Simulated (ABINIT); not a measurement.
# BP (F-43m) in ABINIT: further runs

Aim: see how the results for BP move with the level of theory and the settings. Levels: HCTH407, PBEsol, PBE+D2, RPBE. Tasks: equation of state, band structure.

Everything below comes from runs of ABINIT 10.8.3 (patched build). Logs are shortened: lines on timing, memory, paths and dates and some standing lists are left out, and cuts for length are marked. The log counts tension as positive stress, the text compression.

**Measured values to compare with.**

From “Equation of state of single-crystal cubic boron phosphide”, 2014, arxiv:1407.1677, for a bulk crystal of BP at 300 K: bulk modulus 179 ± 1 GPa.

The results are compared with them further down.

### Step 1. The structure

Symmetry: F-43m, No. 216, cubic system. The conventional cell has a = 4.538 Å, b = 4.538 Å, c = 4.538 Å, α = 90.00°, β = 90.00°, γ = 90.00°. Around P (site symmetry -43m) lie 4 B at 1.97 Å. B (site symmetry -43m) has 4 P at 1.97 Å as nearest neighbours.

### Step 2. Equation of state, HCTH407

Input file run.abi:

```
# Datasets: one volume each
ndtset 7
getwfk -1
scalecart1 3*0.9795861087
scalecart2 3*0.9864848297
scalecart3 3*0.9932883884
scalecart4 3*1.0000000000
scalecart5 3*1.0066227096
scalecart6 3*1.0131594038
scalecart7 3*1.0196128224

# Pseudopotentials
pp_dirpath "./"
pseudos "P.GGA_PBE-JTH.xml, B.GGA_PBE-JTH.xml"

# Structure
acell 6.0638487579 6.0638487579 6.0638487579
rprim
     0.0000000000     0.7071067812     0.7071067812
     0.7071067812     0.0000000000     0.7071067812
     0.7071067812     0.7071067812     0.0000000000
ntypat 2
znucl 15 5
natom 2
typat 1 2
xred
     0.7500000000     0.7500000000     0.7500000000
     0.0000000000     0.0000000000     0.0000000000

# Plane-wave basis
ecut 544.227725 eV
pawecutdg 40.0

# k points
kptopt 1
ngkpt 10 10 10
nshiftk 1
shiftk 0.0 0.0 0.0

# Exchange and correlation
ixc 27

# Bands and occupations
nband 8
occopt 3
tsmear 0.05 eV

# SCF cycle
nstep 100
tolvrs 1.0e-9

# Output
iomode 3
prtwf 1
prtden 0
prteig 0
prtebands 0
enunit 1
```

Potentials or basis: JTH PAW PBE v2.0.

Run with:

```
> abinit run.abi > log 2>&1
```

run.abo:

```text
.Version 10.8.3 of ABINIT
 DATASET    1 : space group F-4 3 m (#216); Bravais cF (face-center cubic)
================================================================================
 Values of the parameters that define the memory need for DATASET  1.
     intxc =       0    ionmov =       0      iscf =       7    lmnmax =       8
     lnmax =       4     mgfft =      24  mpssoang =       2    mqgrid =    3001
     natom =       2  nloc_mem =       2    nspden =       1   nspinor =       1
    nsppol =       1      nsym =      24    n1xccc =       1    ntypat =       2
    occopt =       3   xclevel =       2
       mpw =         644          nfft =       13824          nkpt =          47
 PAW method is used; the additional fine FFT grid is defined by:
   mgfftf=        36    nfftf =     46656
================================================================================
================================================================================
[... 71 lines left out ...]
 DATASET    7 : space group F-4 3 m (#216); Bravais cF (face-center cubic)
================================================================================
 Values of the parameters that define the memory need for DATASET  7.
     intxc =       0    ionmov =       0      iscf =       7    lmnmax =       8
     lnmax =       4     mgfft =      27  mpssoang =       2    mqgrid =    3001
     natom =       2  nloc_mem =       2    nspden =       1   nspinor =       1
    nsppol =       1      nsym =      24    n1xccc =       1    ntypat =       2
    occopt =       3   xclevel =       2
       mpw =         728          nfft =       19683          nkpt =          47
 PAW method is used; the additional fine FFT grid is defined by:
   mgfftf=        36    nfftf =     46656
================================================================================
================================================================================

--------------------------------------------------------------------------------
------------- Echo of variables that govern the present computation ------------
--------------------------------------------------------------------------------
 -outvars: echo values of preprocessed input variables --------
            acell      6.0638487579E+00  6.0638487579E+00  6.0638487579E+00 Bohr
              amu      3.09737620E+01  1.08110000E+01
             ecut      2.00000000E+01 Hartree
           enunit           1
           getwfk          -1
             iscf           7
              ixc          27
           jdtset        1    2    3    4    5    6    7
         kptrlatt       10    0    0      0   10    0      0    0   10
          kptrlen1     5.94006201E+01
          kptrlen2     5.98189481E+01
          kptrlen3     6.02315056E+01
          kptrlen4     6.06384876E+01
          kptrlen5     6.10400787E+01
          kptrlen6     6.14364539E+01
          kptrlen7     6.18277795E+01
            natom           2
            nband           8
           ndtset           7
            ngfft1         24      24      24
            ngfft2         27      27      27
            ngfft3         27      27      27
            ngfft4         27      27      27
            ngfft5         27      27      27
            ngfft6         27      27      27
            ngfft7         27      27      27
          ngfftdg          36      36      36
             nkpt          47
            nstep         100
             nsym          24
           ntypat           2
           occopt           3
        pawecutdg      4.00000000E+01 Hartree
         pawxcdev           0
           prtden           0
        prtebands           0
           prteig           0
            rprim1     0.0000000000E+00  6.9267198023E-01  6.9267198023E-01
                       6.9267198023E-01  0.0000000000E+00  6.9267198023E-01
                       6.9267198023E-01  6.9267198023E-01  0.0000000000E+00
            rprim2     0.0000000000E+00  6.9755011263E-01  6.9755011263E-01
                       6.9755011263E-01  0.0000000000E+00  6.9755011263E-01
                       6.9755011263E-01  6.9755011263E-01  0.0000000000E+00
            rprim3     0.0000000000E+00  7.0236095512E-01  7.0236095512E-01
                       7.0236095512E-01  0.0000000000E+00  7.0236095512E-01
                       7.0236095512E-01  7.0236095512E-01  0.0000000000E+00
            rprim4     0.0000000000E+00  7.0710678120E-01  7.0710678120E-01
                       7.0710678120E-01  0.0000000000E+00  7.0710678120E-01
                       7.0710678120E-01  7.0710678120E-01  0.0000000000E+00
            rprim5     0.0000000000E+00  7.1178974407E-01  7.1178974407E-01
                       7.1178974407E-01  0.0000000000E+00  7.1178974407E-01
                       7.1178974407E-01  7.1178974407E-01  0.0000000000E+00
            rprim6     0.0000000000E+00  7.1641188486E-01  7.1641188486E-01
                       7.1641188486E-01  0.0000000000E+00  7.1641188486E-01
                       7.1641188486E-01  7.1641188486E-01  0.0000000000E+00
            rprim7     0.0000000000E+00  7.2097514092E-01  7.2097514092E-01
                       7.2097514092E-01  0.0000000000E+00  7.2097514092E-01
                       7.2097514092E-01  7.2097514092E-01  0.0000000000E+00
          spgroup         216
           tolvrs      1.00000000E-09
           tsmear      1.83746611E-03 Hartree
            typat      1  2
           useylm           1
           xangst1     3.3340213188E+00  3.3340213188E+00  3.3340213188E+00
                       0.0000000000E+00  0.0000000000E+00  0.0000000000E+00
           xangst2     3.3575011157E+00  3.3575011157E+00  3.3575011157E+00
                       0.0000000000E+00  0.0000000000E+00  0.0000000000E+00
           xangst3     3.3806570277E+00  3.3806570277E+00  3.3806570277E+00
                       0.0000000000E+00  0.0000000000E+00  0.0000000000E+00
           xangst4     3.4034999978E+00  3.4034999978E+00  3.4034999978E+00
                       0.0000000000E+00  0.0000000000E+00  0.0000000000E+00
           xangst5     3.4260403899E+00  3.4260403899E+00  3.4260403899E+00
                       0.0000000000E+00  0.0000000000E+00  0.0000000000E+00
           xangst6     3.4482880286E+00  3.4482880286E+00  3.4482880286E+00
                       0.0000000000E+00  0.0000000000E+00  0.0000000000E+00
           xangst7     3.4702522388E+00  3.4702522388E+00  3.4702522388E+00
                       0.0000000000E+00  0.0000000000E+00  0.0000000000E+00
            xcart1     6.3003871904E+00  6.3003871904E+00  6.3003871904E+00
                       0.0000000000E+00  0.0000000000E+00  0.0000000000E+00
            xcart2     6.3447575761E+00  6.3447575761E+00  6.3447575761E+00
                       0.0000000000E+00  0.0000000000E+00  0.0000000000E+00
            xcart3     6.3885159080E+00  6.3885159080E+00  6.3885159080E+00
                       0.0000000000E+00  0.0000000000E+00  0.0000000000E+00
            xcart4     6.4316828653E+00  6.4316828653E+00  6.4316828653E+00
                       0.0000000000E+00  0.0000000000E+00  0.0000000000E+00
            xcart5     6.4742780332E+00  6.4742780332E+00  6.4742780332E+00
                       0.0000000000E+00  0.0000000000E+00  0.0000000000E+00
            xcart6     6.5163199773E+00  6.5163199773E+00  6.5163199773E+00
                       0.0000000000E+00  0.0000000000E+00  0.0000000000E+00
            xcart7     6.5578263191E+00  6.5578263191E+00  6.5578263191E+00
                       0.0000000000E+00  0.0000000000E+00  0.0000000000E+00
             xred      7.5000000000E-01  7.5000000000E-01  7.5000000000E-01
                       0.0000000000E+00  0.0000000000E+00  0.0000000000E+00
            znucl       15.00000    5.00000

================================================================================

 chkinp: Checking input parameters for consistency, jdtset=   1.

 chkinp: Checking input parameters for consistency, jdtset=   2.
[... 40 lines left out ...]
 getcut: wavevector=  0.0000  0.0000  0.0000  ngfft=  36  36  36
         ecut(hartree)=     40.000   => boxcut(ratio)=   2.12871

--- Pseudopotential description ------------------------------------------------
- pspini: atom type   1  psp file is ./P.GGA_PBE-JTH.xml
 Pseudopotential format is: paw10
 basis_size (lnmax)=  4 (lmn_size=  8), orbitals=   0   0   1   1
 Spheres core radius: rc_sph= 1.60765221
 Shapefunction is SIN type: shapef(r)=[sin(pi*r/rshp)/(pi*r/rshp)]**2
 Radius for shape functions =  1.60765221
 Compensation charge density is not taken into account in XC energy/potential

- pspini: atom type   2  psp file is ./B.GGA_PBE-JTH.xml
 Pseudopotential format is: paw10
 basis_size (lnmax)=  4 (lmn_size=  8), orbitals=   0   0   1   1
 Spheres core radius: rc_sph= 1.70616958
 Shapefunction is SIN type: shapef(r)=[sin(pi*r/rshp)/(pi*r/rshp)]**2
 Radius for shape functions =  1.40269776
 Compensation charge density is not taken into account in XC energy/potential

   3.71149566E+01                                ecore*ucvol(ha*bohr**3)
--------------------------------------------------------------------------------

================================================================================

--- !BeginCycle
iteration_state: {dtset: 1, }
solver: {iscf: 7, nstep: 100, nline: 4, wfoptalg: 10, }
tolerances: {tolvrs: 1.00E-09, }
...
[... 1213 lines left out ...]
-Cartesian components of stress tensor (GPa)         [Pressure= -8.8848E+00 GPa]
- sigma(1 1)=  8.88477597E+00  sigma(3 2)=  0.00000000E+00
- sigma(2 2)=  8.88477597E+00  sigma(3 1)=  0.00000000E+00
- sigma(3 3)=  8.88477597E+00  sigma(2 1)=  0.00000000E+00

== END DATASET(S) ==============================================================
================================================================================

 -outvars: echo values of variables after computation  --------
            acell      6.0638487579E+00  6.0638487579E+00  6.0638487579E+00 Bohr
           etotal1    -9.5606325514E+00
           etotal2    -9.5615729641E+00
           etotal3    -9.5620965368E+00
           etotal4    -9.5622427724E+00
           etotal5    -9.5620436959E+00
           etotal6    -9.5615309555E+00
           etotal7    -9.5607347141E+00
            fcart1    -0.0000000000E+00 -0.0000000000E+00 -0.0000000000E+00
                      -0.0000000000E+00 -0.0000000000E+00 -0.0000000000E+00
            fcart2    -0.0000000000E+00 -0.0000000000E+00 -0.0000000000E+00
                      -0.0000000000E+00 -0.0000000000E+00 -0.0000000000E+00
            fcart3     7.9027897341E-30  7.9027897341E-30 -2.3708369202E-29
                      -7.9027897341E-30 -7.9027897341E-30  2.3708369202E-29
            fcart4    -4.9060932993E-31 -4.9060932993E-31  1.4718279898E-30
                       4.9060932993E-31  4.9060932993E-31 -1.4718279898E-30
            fcart5     1.6969349776E-29 -2.5573728236E-29  6.3757977952E-29
                      -1.6969349776E-29  2.5573728236E-29 -6.3757977952E-29
[... 38 lines left out ...]
                       0.0000000000E+00  0.0000000000E+00  0.0000000000E+00
           xangst1     3.3340213188E+00  3.3340213188E+00  3.3340213188E+00
                       0.0000000000E+00  0.0000000000E+00  0.0000000000E+00
           xangst2     3.3575011157E+00  3.3575011157E+00  3.3575011157E+00
                       0.0000000000E+00  0.0000000000E+00  0.0000000000E+00
           xangst3     3.3806570277E+00  3.3806570277E+00  3.3806570277E+00
                       0.0000000000E+00  0.0000000000E+00  0.0000000000E+00
           xangst4     3.4034999978E+00  3.4034999978E+00  3.4034999978E+00
                       0.0000000000E+00  0.0000000000E+00  0.0000000000E+00
           xangst5     3.4260403899E+00  3.4260403899E+00  3.4260403899E+00
                       0.0000000000E+00  0.0000000000E+00  0.0000000000E+00
           xangst6     3.4482880286E+00  3.4482880286E+00  3.4482880286E+00
                       0.0000000000E+00  0.0000000000E+00  0.0000000000E+00
           xangst7     3.4702522388E+00  3.4702522388E+00  3.4702522388E+00
                       0.0000000000E+00  0.0000000000E+00  0.0000000000E+00
             xred      7.5000000000E-01  7.5000000000E-01  7.5000000000E-01
                       0.0000000000E+00  0.0000000000E+00  0.0000000000E+00
 Calculation completed.
```

Run time: 58 s. Hardware: 1 thread of Arm Neoverse V2, shared host; peak memory 0.12 GiB.

What came out:

```
Equilibrium volume                      : 11.66 Å³/atom
Bulk modulus                            : 162 GPa
Pressure derivative of the bulk modulus : 3.7
```

Energy against volume, from the lowest point:
| volume (Å³/atom) | energy (meV/atom) |
| --- | --- |
| 10.981 | 21.91 |
| 11.214 | 9.11 |
| 11.448 | 1.99 |
| 11.682 | 0.00 |
| 11.915 | 2.71 |
| 12.149 | 9.68 |
| 12.383 | 20.52 |

Caveat: pressures at fixed basis lie under the slope of the energies; the PAW data sets were made with another functional, which shifts forces and pressure a little.

### Step 3. Equation of state, PBEsol

run.abi, as its differences from that of step 2:

```diff
@@ -16,7 +16,7 @@
 # Structure
-acell 6.0638487579 6.0638487579 6.0638487579
+acell 3*1.0
 rprim
-     0.0000000000     0.7071067812     0.7071067812
-     0.7071067812     0.0000000000     0.7071067812
-     0.7071067812     0.7071067812     0.0000000000
+     0.0000000000     4.2877885768     4.2877885768
+     4.2877885768     0.0000000000     4.2877885768
+     4.2877885768     4.2877885768     0.0000000000
 ntypat 2
@@ -30,4 +30,4 @@
 # Plane-wave basis
-ecut 544.227725 eV
-pawecutdg 40.0
+ecut 15.0
+pawecutdg 30.0
 
@@ -40,3 +40,3 @@
 # Exchange and correlation
-ixc 27
+ixc -116133
```

Potentials or basis: JTH PAW PBE v2.0.

Run with:

```
> abinit run.abi > log 2>&1
```

run.abo:

```text
.Version 10.8.3 of ABINIT
 DATASET    1 : space group F-4 3 m (#216); Bravais cF (face-center cubic)
================================================================================
 Values of the parameters that define the memory need for DATASET  1.
     intxc =       0    ionmov =       0      iscf =      17    lmnmax =       8
     lnmax =       4     mgfft =      24  mpssoang =       2    mqgrid =    3001
     natom =       2  nloc_mem =       2    nspden =       1   nspinor =       1
    nsppol =       1      nsym =      24    n1xccc =       1    ntypat =       2
    occopt =       3   xclevel =       2
       mpw =         424          nfft =       13824          nkpt =          47
 PAW method is used; the additional fine FFT grid is defined by:
   mgfftf=        30    nfftf =     27000
================================================================================
================================================================================
[... 71 lines left out ...]
 DATASET    7 : space group F-4 3 m (#216); Bravais cF (face-center cubic)
================================================================================
 Values of the parameters that define the memory need for DATASET  7.
     intxc =       0    ionmov =       0      iscf =      17    lmnmax =       8
     lnmax =       4     mgfft =      24  mpssoang =       2    mqgrid =    3001
     natom =       2  nloc_mem =       2    nspden =       1   nspinor =       1
    nsppol =       1      nsym =      24    n1xccc =       1    ntypat =       2
    occopt =       3   xclevel =       2
       mpw =         483          nfft =       13824          nkpt =          47
 PAW method is used; the additional fine FFT grid is defined by:
[... 1396 lines left out ...]
            acell      1.0000000000E+00  1.0000000000E+00  1.0000000000E+00 Bohr
           etotal1    -9.5407720293E+00
           etotal2    -9.5416422368E+00
           etotal3    -9.5420840995E+00
           etotal4    -9.5421377505E+00
           etotal5    -9.5418327827E+00
           etotal6    -9.5412101658E+00
           etotal7    -9.5402921893E+00
            fcart1     1.2019998869E-29  1.2019998869E-29 -3.6059996607E-29
                      -1.2019998869E-29 -1.2019998869E-29  3.6059996607E-29
            fcart2    -0.0000000000E+00 -0.0000000000E+00 -0.0000000000E+00
                      -0.0000000000E+00 -0.0000000000E+00 -0.0000000000E+00
            fcart3    -0.0000000000E+00 -0.0000000000E+00 -0.0000000000E+00
                      -0.0000000000E+00 -0.0000000000E+00 -0.0000000000E+00
            fcart4    -0.0000000000E+00 -0.0000000000E+00 -0.0000000000E+00
                      -0.0000000000E+00 -0.0000000000E+00 -0.0000000000E+00
            fcart5    -0.0000000000E+00 -0.0000000000E+00 -0.0000000000E+00
                      -0.0000000000E+00 -0.0000000000E+00 -0.0000000000E+00
[... 38 lines left out ...]
                       0.0000000000E+00  0.0000000000E+00  0.0000000000E+00
           xangst1     3.3340213187E+00  3.3340213187E+00  3.3340213187E+00
                       0.0000000000E+00  0.0000000000E+00  0.0000000000E+00
           xangst2     3.3575011156E+00  3.3575011156E+00  3.3575011156E+00
                       0.0000000000E+00  0.0000000000E+00  0.0000000000E+00
           xangst3     3.3806570276E+00  3.3806570276E+00  3.3806570276E+00
                       0.0000000000E+00  0.0000000000E+00  0.0000000000E+00
           xangst4     3.4034999977E+00  3.4034999977E+00  3.4034999977E+00
                       0.0000000000E+00  0.0000000000E+00  0.0000000000E+00
           xangst5     3.4260403898E+00  3.4260403898E+00  3.4260403898E+00
                       0.0000000000E+00  0.0000000000E+00  0.0000000000E+00
           xangst6     3.4482880285E+00  3.4482880285E+00  3.4482880285E+00
                       0.0000000000E+00  0.0000000000E+00  0.0000000000E+00
           xangst7     3.4702522387E+00  3.4702522387E+00  3.4702522387E+00
                       0.0000000000E+00  0.0000000000E+00  0.0000000000E+00
             xred      7.5000000000E-01  7.5000000000E-01  7.5000000000E-01
                       0.0000000000E+00  0.0000000000E+00  0.0000000000E+00
 Calculation completed.
```

It took 47 s on 1 thread of Arm Neoverse V2, shared host; peak memory 0.12 GiB.

What came out:

| Item | Value |
| --- | --- |
| Equilibrium volume | 11.60 Å³/atom |
| Bulk modulus | 170 GPa |
| Pressure derivative of the bulk modulus | 3.7 |

Energy against volume, from the lowest point:
| volume (Å³/atom) | energy (meV/atom) |
| --- | --- |
| 10.981 | 18.58 |
| 11.214 | 6.74 |
| 11.448 | 0.73 |
| 11.682 | 0.00 |
| 11.915 | 4.15 |
| 12.149 | 12.62 |
| 12.383 | 25.11 |

Caveat: pressures at fixed basis lie under the slope of the energies; the PAW data sets were made with another functional, which shifts forces and pressure a little.

### Step 4. Equation of state, PBE+D2

Input file run.abi:

```
ndtset 7
getwfk -1
scalecart1 3*0.9795861087
scalecart2 3*0.9864848297
scalecart3 3*0.9932883884
scalecart4 3*1.0000000000
scalecart5 3*1.0066227096
scalecart6 3*1.0131594038
scalecart7 3*1.0196128224

pp_dirpath "./"
pseudos "P.GGA_PBE-JTH.xml, B.GGA_PBE-JTH.xml"

acell 6.0638487579 6.0638487579 6.0638487579
rprim
     0.0000000000     0.7071067812     0.7071067812
     0.7071067812     0.0000000000     0.7071067812
     0.7071067812     0.7071067812     0.0000000000
ntypat 2
znucl 15 5
natom 2
typat 1 2
xred
     0.7500000000     0.7500000000     0.7500000000
     0.0000000000     0.0000000000     0.0000000000

ecut 20.0
pawecutdg 40.0

kptopt 1
ngkpt 10 10 10
nshiftk 1
shiftk 0.0 0.0 0.0

ixc 11
vdw_xc 5

nband 8
occopt 3
tsmear 0.05 eV

nstep 100
tolvrs 1.0e-9

iomode 3
prtwf 1
prtden 0
prteig 0
prtebands 0
enunit 1
```

Run with:

```
> abinit run.abi > log 2>&1
```

It took 41 s on 1 thread of Arm Neoverse V2, shared host; peak memory 0.12 GiB.

It converged, with:

```
Equilibrium volume                      : 11.53 Å³/atom
Bulk modulus                            : 169 GPa
Pressure derivative of the bulk modulus : 3.9
```

Energy against volume, from the lowest point:
```csv
volume (Å³/atom),energy (meV/atom)
10.981,14.71
11.214,4.49
11.448,0.00
11.682,0.66
11.915,6.03
12.149,15.66
12.383,29.13
```

Caveat: pressures at fixed basis lie under the slope of the energies.

[end of part 1 of 2]
